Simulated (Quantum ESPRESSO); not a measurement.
Sn:

```
CELL_PARAMETERS angstrom
0.00000 3.23334 3.23334
3.23334 0.00000 3.23334
3.23334 3.23334 0.00000
ATOMIC_POSITIONS crystal
Sn 0.75000 0.75000 0.75000
Sn 0.50000 0.50000 0.50000
```

This isn't the form of Sn at room conditions, which is tetragonal (white tin).

Base run:

```yaml
Program: Quantum ESPRESSO 7.5
Functional: LDA
Potentials_or_basis: PseudoDojo 0.4.1 SR LDA standard
Cutoff: 980 eV
Density_cutoff: 3918 eV
k_mesh: 5 × 5 × 5
Occupations: fermi-dirac, width 0.05 eV
Spin: no spin polarisation
```

Its results: band gap on the k mesh none (metal or under the smearing width); pressure 0.3 GPa.

The run is repeated on the same cell with these changes: functional from LDA to PBEsol; potentials or basis from PseudoDojo 0.4.1 SR LDA standard to PseudoDojo 0.4.1 SR PBEsol standard. What comes out?

Band gap on the k mesh none (metal or under the smearing width); pressure 1.9 GPa.

Caveats: spin-orbit coupling is left out, which moves the levels of the heavy elements.
